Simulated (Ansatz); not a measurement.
The system is Rh.

```xyz
1
Lattice="0.0000 1.8979 1.8979 1.8979 0.0000 1.8979 1.8979 1.8979 0.0000" Properties=species:S:1:pos:R:3 pbc="T T T"
Rh    0.0000    0.0000    0.0000
```

* Program: Ansatz 0.2.0
* Task: relaxation of cell and atoms
* Functional: PBE
* Potentials or basis: all-electron LAPW, scalar-relativistic
* Basis error allowed: 0.001 eV/atom
* k mesh: 12 × 12 × 12
* Occupations: fermi-dirac, width 0.05 eV
* Spin: no spin polarisation

At the start: volume 13.67 Å³/atom.

Task: Where does the relaxation end?

Result: Over 5 steps the energy falls by 8.0 meV/atom and the volume is 14.03 Å³/atom (+2.7 %); space group Fm-3m (No. 225, to 0.05 Å).

Step by step:
```
step  energy change (eV)  largest force (eV/Å)  volume (Å³)
   1              0.0000                0.0000        13.67
   2             -0.0037                0.0000        14.31
   3             -0.0080                0.0000        14.05
   4             -0.0080                0.0000        14.03
   5             -0.0080                0.0000        14.03
```

Final structure:
```
Rh
1.0
     0.00000    1.91448    1.91448
     1.91448    0.00000    1.91448
     1.91448    1.91448    0.00000
Rh
1
Direct
  0.00000 0.00000 0.00000
```
